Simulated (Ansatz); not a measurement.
SiO₂ (fluorite), relaxed with r2SCAN in the PAW code Ansatz. The symmetry is Fm-3m (No. 225, cubic); a = 4.528 Å in the conventional setting, 7.74 Å³ an atom. Around Si lie 8 O at 1.96 Å; around O lie 4 Si at 1.96 Å.

The axes x, y and z are those of this cell:
```
Si O
1.0
     0.00000    2.26417    2.26417
     2.26417    0.00000    2.26417
     2.26417    2.26417    0.00000
Si O
1 2
Direct
  0.00000 0.00000 0.00000
  0.25000 0.25000 0.25000
  0.75000 0.75000 0.75000
```

Unstrained: The PBE gap is direct at X: 2.085 eV. With r2SCAN the gap is 2.712 eV and direct, at X. The HSE06 gap is direct at X: 3.595 eV. Meshes: PBE 10×10×10, r2SCAN 10×10×10, HSE06 6×6×6. Strains are changes of length per length. After each strain the atoms were relaxed again with r2SCAN within the symmetry that the strain leaves, so tilts or polar shifts that break it weren't tested; points keep the names that they have in the unstrained zone. No spin polarisation and no zero-point or thermal motion; the cell was built from a prototype and may be hypothetical.

(1) One strain changed the r2SCAN stress by xx +32.51, yy +32.51, zz +32.51 GPa (compression positive) and the gap by +0.071 eV (PBE), +0.103 eV (r2SCAN), +0.119 eV (HSE06). Which kind of strain was it, and roughly how large?

(2) Estimate what uniaxial -2.58 % along x, other directions held does to the gap.

## Answers

(1) Isotropic -2.89 % on every length. The pattern of the stress gives the kind; the size needs the stiffness, so it is an estimate.

(2) PBE: the gap goes from 2.085 to 1.538 eV (-0.547 eV). r2SCAN: the gap goes from 2.712 to 2.157 eV (-0.555 eV). HSE06: the gap goes from 3.595 to 3.065 eV (-0.530 eV). The r2SCAN energy rises by 18.0 meV an atom.

The meshes of the hybrids are coarse, so their gaps aren't converged to the digits shown.
